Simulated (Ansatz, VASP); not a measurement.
Given: the input of a run of VASP 6.6.1 on NbSi.

File INCAR:

```
SYSTEM = NbSi
PREC     = Accurate       ! precision mode
ENCUT    = 520            ! plane-wave cutoff, eV
EDIFF    = 1E-6           ! SCF threshold, eV
ISMEAR   = -1             ! smearing method
SIGMA    = 0.05           ! smearing width, eV
LREAL    = .False.        ! projectors in reciprocal space
LASPH    = .True.         ! aspherical terms in the spheres
NELM     = 60             ! most SCF steps
ALGO     = Normal         ! electronic algorithm
ISIF     = 2              ! what is computed and relaxed
LWAVE    = .False.        ! write WAVECAR
LCHARG   = .False.        ! write CHGCAR
GGA      = PE             ! functional
NBANDS   = 16             ! bands
```

The input KPOINTS:

```
regular mesh
0
Gamma
  9 9 9
  0 0 0
```

File POSCAR:

```
NbSi
1.0
    0.0000000000      2.5212881142      2.5212881142
    2.5212881142      0.0000000000      2.5212881142
    2.5212881142      2.5212881142      0.0000000000
Nb Si
1 1
Direct
    0.0000000000      0.0000000000      0.0000000000
    0.5000000000      0.5000000000      0.5000000000
```

Potentials or basis: VASP PAW PBE potentials, release 64 (Nb_sv, Si).

Run with:

```console
$ cat potpaw_PBE.64/Nb_sv/POTCAR potpaw_PBE.64/Si/POTCAR > POTCAR
$ mpirun -np 1 vasp_std > vasp.out
```

Q: Set up the same calculation for Ansatz 0.2.0. Potentials there: Ansatz PAW.

A: As run (the cutoff follows the program's own potentials):

File input.yaml:

```yaml
crystal:
  lattice:
    - [0.0, 2.5212881142, 2.5212881142]
    - [2.5212881142, 0.0, 2.5212881142]
    - [2.5212881142, 2.5212881142, 0.0]
  atoms:
    - { symbol: Nb, position: [0.0, 0.0, 0.0] }
    - { symbol: Si, position: [0.5, 0.5, 0.5] }
hamiltonian:
  xc: pbe
  pseudopotentials: { kind: paw }
kpoints:
  mp_grid: { grid: [9, 9, 9] }
scf:
  occupations: { method: fermi_dirac, width: 0.05 }
output:
  forces: true
  stress: true
  eigenvalues: true
```

Potentials or basis: Ansatz PAW.

Command:

```console
$ ansatz run input.yaml --threads 1 --pin off --max-ram 3584MiB --backend cpu --events-out ev --progress --plain --runs-dir out
```

Both were run:

|  | VASP | Ansatz | Ansatz less VASP |
| --- | --- | --- | --- |
| gap on the k mesh at the Fermi level (eV) | none | none | - |
| pressure (GPa) | 10.3 | 10.5 | +0.20 |

A gap of «none» marks a metal or a gap that the smearing closes.
